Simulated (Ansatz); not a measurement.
AgI, DFT, PBE, all-electron PAW with datasets made for the crystal, scalar-relativistic (Ansatz 0.2.0), run on 1 thread of Arm Neoverse V1 on a shared host.

The cell is COD entry 1011050, as deposited and not checked against the literature; nothing was relaxed. It is an old determination, and later ones may differ.

Command: `ansatz run input.yaml --threads 1 --pin off --max-ram 4096MiB --backend cpu --events-out ev --progress --plain --runs-dir out`

```yaml
crystal:
  lattice:
    - [4.5800015808, 0.0, 0.0]
    - [-2.2900007904, 3.9663977183, 0.0]
    - [0.0, 0.0, 7.51]
  atoms:
    - { symbol: Ag, position: [0.3333333333, 0.6666666667, 0.0] }
    - { symbol: Ag, position: [0.6666666667, 0.3333333333, 0.5] }
    - { symbol: I, position: [0.3333333333, 0.6666666667, 0.375] }
    - { symbol: I, position: [0.6666666667, 0.3333333333, 0.875] }
kpoints:
  mp_grid: { grid: [8, 8, 4] }
  band_path:
    path:
      - [0.0, 0.0, 0.0]
      - [0.5, 0.0, 0.0]
      - [0.3333333333, 0.3333333333, 0.0]
      - [0.0, 0.0, 0.0]
      - [0.0, 0.0, 0.5]
      - [0.5, 0.0, 0.5]
      - [0.3333333333, 0.3333333333, 0.5]
      - [0.0, 0.0, 0.5]
      - [0.5, 0.0, 0.5]
    npoints: 8
scf:
  occupations: { method: fermi_dirac, width: 0.01 }
hamiltonian:
  xc: pbe
  pseudopotentials: { kind: all_electron, datasets: crystal }
output:
  forces: true
  stress: true
  eigenvalues: true
  efg: { contact_densities: true }
```

Problem. How large is the problem that the program sets up?

Solution. 30 irreducible k-points, 1129 plane waves at Γ, 22 bands.

Problem. Estimate the wall time and the peak memory.

Solution. 67 s of wall time for 10 SCF iterations, with a peak of 0.75 GiB. Times on shared machines scatter by tens of per cent.

Problem. And the same cell and mesh by full-potential LAPW, asked for forces, stress, eigenvalues, populations, dos and the same band path, on the same hardware?

Solution. 4.2 min, peak memory 0.63 GiB.

Problem. And the same cell and mesh by PAW (frozen-core files), asked for forces, stress, eigenvalues, efg, populations, bader, dos, write_density, write_potential, elf and the same band path, on the same hardware?

Solution. 85 s, peak memory 0.63 GiB.
